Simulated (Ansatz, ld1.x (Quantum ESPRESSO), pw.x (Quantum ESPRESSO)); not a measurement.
## pw.x on fcc B: one setting changed

Potential: PAW, ld1.x (Quantum ESPRESSO) 7.5, PBE; core [He], reference 2s2 2p1; waves: 2s (bound): rcut 1.10, rcutus 1.45 bohr; 2s channel at -0.05 Ry: rcut 1.10, rcutus 1.45 bohr; 2p (bound): rcut 1.85, rcutus 2.45 bohr; 2p channel at 0.2 Ry: rcut 1.85, rcutus 2.45 bohr; 3d channel at 0.3 Ry: rcut 1.45, rcutus 2.00 bohr; 3d channel at 1 Ry: rcut 1.45, rcutus 2.00 bohr; local part: all-electron potential smoothed inside 1.70 bohr (lloc = -1); core correction: Bessel-smoothed model core inside 0.85 bohr; augmentation: BESSEL, radius 0.85 bohr.

The reference run (k-mesh 18³, cutoffs 40/320 Ry, Fermi–Dirac 0.01 Ry, mixing_beta 0.4, conv_thr 1e-9, no spin) gives 0.06 GPa at 5.898 Å³/atom, where all-electron LAPW gives -0.40 GPa. This run, with its own iteration cap, changes startingwfc to random.

```
&control
  calculation='scf', prefix='x', pseudo_dir='./', outdir='./tmp', tstress=.true., disk_io='none'
/
&system
  ibrav=0, nat=1, ntyp=1, ecutwfc=40, ecutrho=320, nbnd=8,
  occupations='smearing', smearing='fd', degauss=0.01
/
&electrons
  conv_thr=1e-09, mixing_beta=0.4, electron_maxstep=50, startingwfc='random'
/
ATOMIC_SPECIES
B 1.0 B.UPF
CELL_PARAMETERS angstrom
  0.00000000 1.43403007 1.43403007
  1.43403007 0.00000000 1.43403007
  1.43403007 1.43403007 0.00000000
ATOMIC_POSITIONS crystal
B 0.0000 0.0000 0.0000
K_POINTS automatic
18 18 18 0 0 0
```

```bash
pw.x < B.scf.in > B.scf.out
```

Q: How does the run end?

A: It converges in 6 iterations; the free energy moves by +0.0 meV/atom and the pressure by +0.00 GPa. The result is that of the reference run.

```
Message from routine setup:
     using ibrav=0 with symmetry is DISCOURAGED, use correct ibrav instead
     lattice parameter (alat)  =       3.8324  a.u.
     unit-cell volume          =      39.8017 (a.u.)^3
     number of electrons       =         3.00
     number of Kohn-Sham states=            8
     kinetic-energy cutoff     =      40.0000  Ry
     charge density cutoff     =     320.0000  Ry
     scf convergence threshold =      1.0E-09
     Exchange-correlation= SLA  PW   PBX  PBC
     number of k points=   195  Fermi-Dirac smearing, width (Ry)=  0.0100
     iteration #  1     ecut=    40.00 Ry     beta= 0.40
     total energy              =     -11.35216361 Ry
     estimated scf accuracy    <       0.01470386 Ry
     iteration #  2     ecut=    40.00 Ry     beta= 0.40
     total energy              =     -11.36001203 Ry
     estimated scf accuracy    <       0.00646565 Ry
     iteration #  3     ecut=    40.00 Ry     beta= 0.40
     total energy              =     -11.36073452 Ry
     estimated scf accuracy    <       0.00006620 Ry
     iteration #  4     ecut=    40.00 Ry     beta= 0.40
     total energy              =     -11.36076374 Ry
     estimated scf accuracy    <       0.00000289 Ry
     iteration #  5     ecut=    40.00 Ry     beta= 0.40
     total energy              =     -11.36076591 Ry
     estimated scf accuracy    <       0.00000021 Ry
     iteration #  6     ecut=    40.00 Ry     beta= 0.40
     the Fermi energy is    14.1812 ev
!    total energy              =     -11.36076723 Ry
     estimated scf accuracy    <          9.2E-10 Ry
     smearing contrib. (-TS)   =      -0.00099520 Ry
     convergence has been achieved in   6 iterations
          total   stress  (Ry/bohr**3)                   (kbar)     P=        0.61
     Message from routine punch:
     Nothing written, as per user request (disk_io='none')
```

The run took about 4.2 s on one core of a shared host (Intel(R) Xeon(R) Platinum 8488C, 192 threads, 744 GiB, load 138).
